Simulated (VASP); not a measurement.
# AlN in VASP: how settings move the PBE single point

Aim: see what changed inputs do to the PBE single point of the known phase of AlN with 4 atoms a cell, under -4.0 % equal strain in all directions.

The COD entry's cell or inner coordinates are ideal or old and differ from later refinements, so a difference from it is no clean test against experiment.

The runs shown are made with VASP 6.6.1. PAW datasets, plane waves. No spin polarisation and no zero-point or thermal motion.

## 1. The system as given

The cell comes from an earlier relaxation with r2SCAN in another program, then strained, with the atoms relaxed again.

Space group P6_3mc (No. 186), hexagonal; a = 2.983 Å, c = 4.780 Å in the conventional setting, 9.21 Å³ an atom. Near Al stand 4 N at 1.81–1.83 Å; near N stand 4 Al at 1.81–1.83 Å.

Coordinates:

```cif
data_structure
_symmetry_space_group_name_H-M 'P 1'
_symmetry_Int_Tables_number 1
_cell_length_a 2.9830
_cell_length_b 2.9830
_cell_length_c 4.7804
_cell_angle_alpha 90.000
_cell_angle_beta 90.000
_cell_angle_gamma 120.000
_cell_volume 36.84
loop_
_atom_site_label
_atom_site_type_symbol
_atom_site_fract_x
_atom_site_fract_y
_atom_site_fract_z
_atom_site_occupancy
Al1 Al 0.33333 0.66667 0.99886 1
Al2 Al 0.66667 0.33333 0.49886 1
N1 N 0.33333 0.66667 0.38114 1
N2 N 0.66667 0.33333 0.88114 1
```

## 2. The reference run

Input file INCAR:

```
ENCUT = 520.000000
SIGMA = 0.020000
EDIFF = 1.00e-07
GGA = PE
PREC = Accurate
IBRION = -1
ISIF = 2
ISMEAR = -1
NBANDS = 16
NELM = 120
NSW = 0
LASPH = .TRUE.
LCHARG = .FALSE.
LWAVE = .FALSE.
LREAL = .FALSE.
```

Input file KPOINTS:

```
KPOINTS created by Atomic Simulation Environment
0
Gamma
12 12 6
0 0 0
```

Input file POSCAR:

```
Al N
 1.0000000000000000
     2.9830480613024712   -0.0000000000288676    0.0000000000000000
    -1.4915240306262356    2.5833954018122935    0.0000000000000000
     0.0000000000000000    0.0000000000000000    4.7804407265000002
 Al  N
   2   2
Cartesian
  0.0000000000166666  1.7222636011985730 -0.0054583780165269
  1.4915240306595685  0.8611318005848527  2.3847619852334723
  0.0000000000166666  1.7222636011985730  1.8220258540865266
  1.4915240306595685  0.8611318005848527  4.2122462173365269
```

A file KPOINTS_OPT adds named points for the levels; it doesn't enter the self-consistent loop.

Potentials: the recommended PBE PAW datasets, 16 valence electrons.

Run with:

```console
> mpirun -np 1 vasp_std
```

## 3. Variant 1

Edit INCAR of step 2 so:

```diff
@@ -15 +15,2 @@
 LREAL = .FALSE.
+ALGO = Conjugate
```

KPOINTS is that of step 2.

POSCAR is that of step 2.

## 4. Variant 2

Edit INCAR of step 2 so:

```diff
@@ -2,3 +2,2 @@
 SIGMA = 0.020000
-EDIFF = 1.00e-07
 GGA = PE
@@ -15 +14,2 @@
 LREAL = .FALSE.
+EDIFF = 1e-09
```

KPOINTS is that of step 2.

POSCAR is that of step 2.

## 5. Variant 3

Edit INCAR of step 2 so:

```diff
@@ -3,3 +3,2 @@
 EDIFF = 1.00e-07
-GGA = PE
 PREC = Accurate
@@ -15 +14,2 @@
 LREAL = .FALSE.
+METAGGA = TPSS
```

KPOINTS is that of step 2.

POSCAR is that of step 2.

**Question.** What will these runs give? Wanted: for each run, changed; ending; energy change; pressure; electronic steps; usable.

The runs gave:

| run | changed | ending | energy change (meV/atom) | pressure (GPa) | gap on the mesh (eV; negative: overlap) | electronic steps | time | usable |
| --- | --- | --- | --- | --- | --- | --- | --- | --- |
| ref. | – | converged | 0 | 36.9 | 5.09 | 14 | 40 s | yes |
| 1 | ALGO = Conjugate | converged | 0.0 | 36.9 | 5.09 | 15 | 30 s | yes |
| 2 | EDIFF = 1e-09 | converged | 0.0 | 36.9 | 5.09 | 19 | 43 s | yes |
| 3 | METAGGA = TPSS | converged | – | 35.0 | 5.05 | 17 | 2 min | yes |

**Reading.** Of 3 altered inputs, 3 gave usable results.
